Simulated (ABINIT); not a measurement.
# GaN (F-43m) in ABINIT: settings compared

One crystal, GaN, is run at these levels: PBE, PBEsol; tasks: single point.

Everything below comes from runs of ABINIT 10.8.3 (patched build). Logs are shortened: lines on timing, memory, paths and dates and some standing lists are left out, and cuts for length are marked. The log counts tension as positive stress, the text compression.

**What was measured.**

From a printed reference work, textbook, for a bulk crystal of GaN at 0 K: band gap 3.299 eV (direct).

How close the calculation comes is told below.

### 1 The structure

It takes space group F-43m (No. 216, cubic). Conventional cell: a = 4.507 Å, b = 4.507 Å, c = 4.507 Å, α = 90.00°, β = 90.00°, γ = 90.00°. Ga (site symmetry -43m) is surrounded by 4 N at 1.95 Å. Around N (site symmetry -43m) lie 4 Ga at 1.95 Å.

The cell is a database's computed one.

### 2 Single point, PBE

The input, run.abi:

```
# Pseudopotentials
pp_dirpath "./"
pseudos "Ga.upf, N.upf"

# Structure
acell 6.0224269985 6.0224269985 6.0224269985
rprim
     0.0000000000     0.7071067812     0.7071067812
     0.7071067812     0.0000000000     0.7071067812
     0.7071067812     0.7071067812     0.0000000000
ntypat 2
znucl 31 7
natom 2
typat 1 2
xred
     0.0000000000     0.0000000000     0.0000000000
     0.2500000000     0.2500000000     0.2500000000

# Plane-wave basis
ecut 36.0

# k points
kptopt 1
ngkpt 8 8 8
nshiftk 1
shiftk 0.0 0.0 0.0

# Exchange and correlation
ixc 11

# Bands and occupations
nband 13
occopt 3
tsmear 0.05 eV

# SCF cycle
nstep 100
tolvrs 1.0e-10

# Output
iomode 3
prtwf 0
prtden 0
prteig 0
prtebands 0
enunit 1
```

Potentials or basis: PseudoDojo NC SR PBE v0.4.1 standard.

Command:

```bash
$ abinit run.abi > log 2>&1
```

run.abo:

```text
.Version 10.8.3 of ABINIT
 Symmetries : space group F-4 3 m (#216); Bravais cF (face-center cubic)
================================================================================
 Values of the parameters that define the memory need of the present run
     intxc =       0    ionmov =       0      iscf =       7    lmnmax =       6
     lnmax =       6     mgfft =      36  mpssoang =       3    mqgrid =    3001
     natom =       2  nloc_mem =       1    nspden =       1   nspinor =       1
    nsppol =       1      nsym =      24    n1xccc =    2501    ntypat =       2
    occopt =       3   xclevel =       2
       mpw =        1612          nfft =       46656          nkpt =          29
================================================================================
================================================================================

--------------------------------------------------------------------------------
------------- Echo of variables that govern the present computation ------------
--------------------------------------------------------------------------------
 -outvars: echo values of preprocessed input variables --------
            acell      6.0224269985E+00  6.0224269985E+00  6.0224269985E+00 Bohr
              amu      6.97230000E+01  1.40067400E+01
             ecut      3.60000000E+01 Hartree
           enunit           1
              ixc          11
         kptrlatt        8    0    0      0    8    0      0    0    8
          kptrlen      4.81794160E+01
            natom           2
            nband          13
            ngfft          36      36      36
             nkpt          29
            nstep         100
             nsym          24
           ntypat           2
           occopt           3
           prtden           0
        prtebands           0
           prteig           0
            prtwf           0
            rprim      0.0000000000E+00  7.0710678120E-01  7.0710678120E-01
                       7.0710678120E-01  0.0000000000E+00  7.0710678120E-01
                       7.0710678120E-01  7.0710678120E-01  0.0000000000E+00
          spgroup         216
           tolvrs      1.00000000E-10
           tsmear      1.83746611E-03 Hartree
            typat      1  2
           xangst      0.0000000000E+00  0.0000000000E+00  0.0000000000E+00
                       1.1267503030E+00  1.1267503030E+00  1.1267503030E+00
            xcart      0.0000000000E+00  0.0000000000E+00  0.0000000000E+00
                       2.1292494850E+00  2.1292494850E+00  2.1292494850E+00
             xred      0.0000000000E+00  0.0000000000E+00  0.0000000000E+00
                       2.5000000000E-01  2.5000000000E-01  2.5000000000E-01
            znucl       31.00000    7.00000

================================================================================

 chkinp: Checking input parameters for consistency.

================================================================================
== DATASET  1 ==================================================================

--- !DatasetInfo
iteration_state: {dtset: 1, }
dimensions: {natom: 2, nkpt: 29, mband: 13, nsppol: 1, nspinor: 1, nspden: 1, mpw: 1612, }
cutoff_energies: {ecut:  36.0, pawecutdg:  -1.0, }
electrons: {nelect:   1.80000000E+01, charge:   0.00000000E+00, occopt:   3.00000000E+00, tsmear:   1.83746611E-03, }
meta: {optdriver: 0, ionmov: 0, optcell: 0, iscf: 7, paral_kgb: 0, }
...

 Exchange-correlation functional for the present dataset will be:
  GGA: Perdew-Burke-Ernzerhof functional - ixc=11
  J.P.Perdew, K.Burke, M.Ernzerhof, PRL 77, 3865 (1996)

 Real(R)+Recip(G) space primitive vectors, cartesian coordinates (Bohr,Bohr^-1):
 R(1)=  0.0000000  4.2584990  4.2584990  G(1)= -0.1174123  0.1174123  0.1174123
 R(2)=  4.2584990  0.0000000  4.2584990  G(2)=  0.1174123 -0.1174123  0.1174123
 R(3)=  4.2584990  4.2584990  0.0000000  G(3)=  0.1174123  0.1174123 -0.1174123
 Unit cell volume ucvol=  1.5445417E+02 bohr^3
 Angles (23,13,12)=  6.00000000E+01  6.00000000E+01  6.00000000E+01 degrees

 getcut: wavevector=  0.0000  0.0000  0.0000  ngfft=  36  36  36
         ecut(hartree)=     36.000   => boxcut(ratio)=   2.21317

 getcut : COMMENT -
  Note that boxcut > 2.2 ; recall that boxcut=Gcut(box)/Gcut(sphere) = 2
  is sufficient for exact treatment of convolution.
  Such a large boxcut is a waste : you could raise ecut
  e.g. ecut=   44.083054 Hartrees makes boxcut=2

--- Pseudopotential description ------------------------------------------------
- pspini: atom type   1  psp file is ./Ga.upf
12 -101130 2 -1 1902                          pspcod,pspxc,lmax,lloc,mmax
     nproj     2     2     2

- pspini: atom type   2  psp file is ./N.upf
12 -101130 1 -1 1058                          pspcod,pspxc,lmax,lloc,mmax
     nproj     2     2     0

   5.38269495E+02                                ecore*ucvol(ha*bohr**3)
--------------------------------------------------------------------------------

================================================================================

--- !BeginCycle
iteration_state: {dtset: 1, }
solver: {iscf: 7, nstep: 100, nline: 4, wfoptalg: 0, }
tolerances: {tolvrs: 1.00E-10, }
...

     iter   Etot(hartree)      deltaE(h)  residm     vres2
 ETOT  1  -86.216049040624    -8.622E+01 6.477E-01 7.000E+02
 ETOT  2  -86.733016519314    -5.170E-01 8.623E-02 7.036E+02
 ETOT  3  -86.878794983304    -1.458E-01 2.046E-02 1.126E+00
 ETOT  4  -86.879086045254    -2.911E-04 9.682E-03 1.281E-01
 ETOT  5  -86.879106407747    -2.036E-05 2.725E-03 1.044E-02
 ETOT  6  -86.879109154528    -2.747E-06 2.992E-03 3.932E-04
 ETOT  7  -86.879109174114    -1.959E-08 6.786E-04 3.673E-05
 ETOT  8  -86.879109181680    -7.567E-09 8.671E-04 6.897E-07
 ETOT  9  -86.879109181771    -9.122E-11 1.506E-04 1.815E-08
 ETOT 10  -86.879109181775    -3.212E-12 1.885E-04 2.526E-10
 ETOT 11  -86.879109181779    -4.150E-12 3.064E-05 5.077E-13

 At SCF step   11       vres2   =  5.08E-13 < tolvrs=  1.00E-10 =>converged.

 Cartesian components of stress tensor (hartree/bohr^3)
  sigma(1 1)= -1.05801024E-04  sigma(3 2)=  0.00000000E+00
  sigma(2 2)= -1.05801024E-04  sigma(3 1)=  0.00000000E+00
  sigma(3 3)= -1.05801024E-04  sigma(2 1)=  0.00000000E+00

--- !ResultsGS
iteration_state: {dtset: 1, }
comment   : Summary of ground state results
lattice_vectors:
- [  0.0000000,   4.2584990,   4.2584990, ]
- [  4.2584990,   0.0000000,   4.2584990, ]
- [  4.2584990,   4.2584990,   0.0000000, ]
lattice_lengths: [   6.02243,    6.02243,    6.02243, ]
lattice_angles: [ 60.000,  60.000,  60.000, ] # degrees, (23, 13, 12)
lattice_volume:   1.5445417E+02
convergence: {deltae: -4.150E-12, res2:  5.077E-13, residm:  3.064E-05, diffor: null, }
etotal    :  -8.68791092E+01
entropy   :   0.00000000E+00
fermie    :   2.29132778E-01
cartesian_stress_tensor: # hartree/bohr^3
- [ -1.05801024E-04,   0.00000000E+00,   0.00000000E+00, ]
- [  0.00000000E+00,  -1.05801024E-04,   0.00000000E+00, ]
- [  0.00000000E+00,   0.00000000E+00,  -1.05801024E-04, ]
pressure_GPa:   3.1128E+00
xred      :
- [  0.0000E+00,   0.0000E+00,   0.0000E+00, Ga]
- [  2.5000E-01,   2.5000E-01,   2.5000E-01,  N]
cartesian_forces: # hartree/bohr
- [  1.26459827E-28,   1.26459827E-28,  -3.79379482E-28, ]
- [ -1.26459827E-28,  -1.26459827E-28,   3.79379482E-28, ]
force_length_stats: {min:   4.19419798E-28, max:   4.19419798E-28, mean:   4.19419798E-28, }
...

 Integrated electronic density in atomic spheres:
 ------------------------------------------------
 Atom  Sphere_radius  Integrated_density
    1        2.00000         10.87857151
    2        2.00000          5.22977148
================================================================================

 ----iterations are completed or convergence reached----

 Mean square residual over all n,k,spin=   13.205E-08; max=  30.641E-06
 reduced coordinates (array xred) for    2 atoms
       0.000000000000      0.000000000000      0.000000000000
       0.250000000000      0.250000000000      0.250000000000
 rms dE/dt=  1.5232E-27; max dE/dt=  2.1541E-27; dE/dt below (all hartree)
    1       0.000000000000      0.000000000000     -0.000000000000
    2       0.000000000000      0.000000000000      0.000000000000

 cartesian coordinates (angstrom) at end:
    1      0.00000000000000     0.00000000000000     0.00000000000000
    2      1.12675030300373     1.12675030300373     1.12675030300373

 cartesian forces (hartree/bohr) at end:
    1      0.00000000000000     0.00000000000000    -0.00000000000000
    2     -0.00000000000000    -0.00000000000000     0.00000000000000
 frms,max,avg= 2.4215213E-28 3.7937948E-28   0.000E+00  0.000E+00  0.000E+00 h/b

 cartesian forces (eV/Angstrom) at end:
    1      0.00000000000000     0.00000000000000    -0.00000000000000
    2     -0.00000000000000    -0.00000000000000     0.00000000000000
 frms,max,avg= 1.2451963E-26 1.9508477E-26   0.000E+00  0.000E+00  0.000E+00 e/A
 length scales=  6.022426998500  6.022426998500  6.022426998500 bohr
              =  3.186931119771  3.186931119771  3.186931119771 angstroms
 Fermi (or HOMO) energy (eV) =   6.23502   Average Vxc (eV)= -11.73402
 Eigenvalues (   eV  ) for nkpt=  29  k points:
 kpt#   1, nband= 13, wtk=  0.00195, kpt=  0.0000  0.0000  0.0000 (reduced coord)
 -10.58361   -8.24420   -8.24420   -8.24420   -7.93810   -7.93810    5.32201    5.32201
   5.32201    7.08074   15.67811   15.67811   15.67811
 prteigrs : prtvol=0 or 1, do not print more k-points.

--- !EnergyTerms
iteration_state     : {dtset: 1, }
comment             : Components of total free energy in Hartree
kinetic             :  7.01233674687827E+01
hartree             :  2.18369777647368E+01
xc                  : -2.40673248162283E+01
Ewald energy        : -5.83371585563683E+01
psp_core            :  3.48497873504000E+00
local_psp           : -6.05026231860653E+01
non_local_psp       : -3.94173265916640E+01
internal            : -8.68791091817665E+01
'-kT*entropy'       : -1.22741089861128E-11
total_energy        : -8.68791091817788E+01
total_energy_eV     : -2.36410099665214E+03
band_energy         : -3.09721340096150E+00
...

 Cartesian components of stress tensor (hartree/bohr^3)
  sigma(1 1)= -1.05801024E-04  sigma(3 2)=  0.00000000E+00
  sigma(2 2)= -1.05801024E-04  sigma(3 1)=  0.00000000E+00
  sigma(3 3)= -1.05801024E-04  sigma(2 1)=  0.00000000E+00

-Cartesian components of stress tensor (GPa)         [Pressure=  3.1128E+00 GPa]
- sigma(1 1)= -3.11277358E+00  sigma(3 2)=  0.00000000E+00
- sigma(2 2)= -3.11277358E+00  sigma(3 1)=  0.00000000E+00
- sigma(3 3)= -3.11277358E+00  sigma(2 1)=  0.00000000E+00

== END DATASET(S) ==============================================================
================================================================================

 -outvars: echo values of variables after computation  --------
            acell      6.0224269985E+00  6.0224269985E+00  6.0224269985E+00 Bohr
           etotal     -8.6879109182E+01
            fcart      1.2645982738E-28  1.2645982738E-28 -3.7937948214E-28
                      -1.2645982738E-28 -1.2645982738E-28  3.7937948214E-28
            rprim      0.0000000000E+00  7.0710678120E-01  7.0710678120E-01
                       7.0710678120E-01  0.0000000000E+00  7.0710678120E-01
                       7.0710678120E-01  7.0710678120E-01  0.0000000000E+00
           strten     -1.0580102359E-04 -1.0580102359E-04 -1.0580102359E-04
                       0.0000000000E+00  0.0000000000E+00  0.0000000000E+00
           xangst      0.0000000000E+00  0.0000000000E+00  0.0000000000E+00
                       1.1267503030E+00  1.1267503030E+00  1.1267503030E+00
             xred      0.0000000000E+00  0.0000000000E+00  0.0000000000E+00
                       2.5000000000E-01  2.5000000000E-01  2.5000000000E-01
 Calculation completed.
```

It took 23 s on 1 thread of Arm Neoverse V1, shared host; peak memory 0.07 GiB.

What came out:

| Property | Result |
| --- | --- |
| Free energy | -2364.1010 eV |
| Band gap on the k mesh | 1.76 eV, direct |
| Valence electrons inside the program's atomic spheres | Ga 10.88; N 5.23 |

Caveat: the cutoff is too short for stress, so the log's stress isn't used.

(Continued in part 2 of 2.)
